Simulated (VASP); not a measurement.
A run of VASP 6.6.1 is set up as follows.

File INCAR:

```
SYSTEM = AgBr
PREC = Accurate
ENCUT = 520
EDIFF = 1E-7
ISMEAR = 0
SIGMA = 0.1
LREAL = .FALSE.
LASPH = .TRUE.
NELM = 100
ALGO = Normal
ISIF = 2
LWAVE = .FALSE.
LCHARG = .FALSE.
GGA = PE
NBANDS = 16
```

Contents of KPOINTS:

```
regular mesh
0
G
  6 6 6
  0 0 0
```

Contents of POSCAR:

```
AgBr
1.0
    0.0000000000      2.8921694800      2.8921694800
    2.8921694800      0.0000000000      2.8921694800
    2.8921694800      2.8921694800      0.0000000000
Ag Br
1 1
Direct
    0.0000000000      0.0000000000      0.0000000000
    0.5000000000      0.5000000000      0.5000000000
```

Potentials or basis: VASP PAW PBE potentials, release 64 (Ag, Br).

Command:

```console
$ cat potpaw_PBE.64/Ag/POTCAR potpaw_PBE.64/Br/POTCAR > POTCAR
$ mpirun -np 1 vasp_std > vasp.out
```

(1) What does it give for the band gap on the k mesh?

(2) What does it give for the pressure?

Results:

(1) 0.68 eV, indirect (least direct gap 2.53 eV).

(2) 1.2 GPa.
